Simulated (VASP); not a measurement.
SnO2:

```
CELL_PARAMETERS angstrom
3.02327 0.00000 0.00000
0.00000 4.96468 0.00000
0.00000 0.00000 5.97696
ATOMIC_POSITIONS crystal
Sn 0.50000 0.50000 0.00000
O 0.00000 0.50000 0.77572
O 0.00000 0.50000 0.22428
```

The cell was built by a generator and needn't be a form met in nature.

```yaml
Program: VASP 6.6.1
Task: relaxation of cell and atoms
Functional: PBE
Potentials_or_basis: VASP PAW PBE potentials, release 64 (Sn_d, O)
Cutoff: 600 eV
k_mesh: 7 × 5 × 4
Occupations: fermi-dirac, width 0.05 eV
Spin: no spin polarisation
```

At the start: pressure 0.7 GPa; volume 29.90 Å³/atom.

Task: Where does the relaxation end?

Result: Over 46 steps the energy falls by 9.1 meV/atom and the volume is 37.34 Å³/atom (+24.9 %); space group Pmmm (No. 47, to 0.05 Å).

Step by step:
| step | energy change (eV) | largest force (eV/Å) | pressure (GPa) | volume (Å³) |
| --- | --- | --- | --- | --- |
| 1 | 0.0000 | 0.0909 | 0.70 | 89.71 |
| 3 | -0.0016 | 0.0551 | 0.12 | 90.33 |
| 5 | -0.0050 | 0.0152 | 0.09 | 92.01 |
| 7 | -0.0127 | 0.1759 | 0.03 | 99.75 |
| 9 | -0.0141 | 0.1666 | 0.03 | 100.36 |
| 11 | -0.0195 | 0.1250 | 0.03 | 103.12 |
| 13 | -0.0241 | 0.0232 | -0.06 | 114.41 |
| 15 | -0.0265 | 0.0293 | 0.00 | 110.48 |
| 17 | -0.0266 | 0.0192 | -0.02 | 109.34 |
| 19 | -0.0267 | 0.0009 | 0.00 | 109.82 |
| 21 | -0.0267 | 0.0058 | -0.01 | 109.66 |
| 23 | -0.0267 | 0.0021 | 0.06 | 109.84 |
| 25 | -0.0267 | 0.0095 | 0.02 | 109.91 |
| 27 | -0.0268 | 0.0334 | -0.03 | 110.23 |
| 29 | -0.0269 | 0.0360 | -0.04 | 110.83 |
| 31 | -0.0270 | 0.0104 | 0.03 | 111.73 |
| 33 | -0.0270 | 0.0014 | -0.01 | 111.74 |
| 35 | -0.0271 | 0.0068 | -0.03 | 111.84 |
| 37 | -0.0272 | 0.0104 | -0.04 | 111.94 |
| 39 | -0.0273 | 0.0268 | -0.08 | 112.05 |
| 41 | -0.0274 | 0.0036 | 0.01 | 111.98 |
| 43 | -0.0274 | 0.0028 | 0.02 | 111.97 |
| 45 | -0.0274 | 0.0026 | 0.01 | 111.98 |
| 46 | -0.0274 | 0.0027 | -0.01 | 112.01 |

Final structure:
```yaml
crystal:
  lattice:
    - [3.03314, 0.00000, 0.00000]
    - [0.00000, 5.70859, 0.00000]
    - [0.00000, 0.00000, 6.46913]
  atoms:
    - { symbol: Sn, position: [0.50000, 0.50000, 0.00000] }
    - { symbol: O, position: [0.00000, 0.50000, 0.79229] }
    - { symbol: O, position: [0.00000, 0.50000, 0.20771] }
```

Caveat: the volume moved by over 15 % at a fixed basis, so the end points are rough.
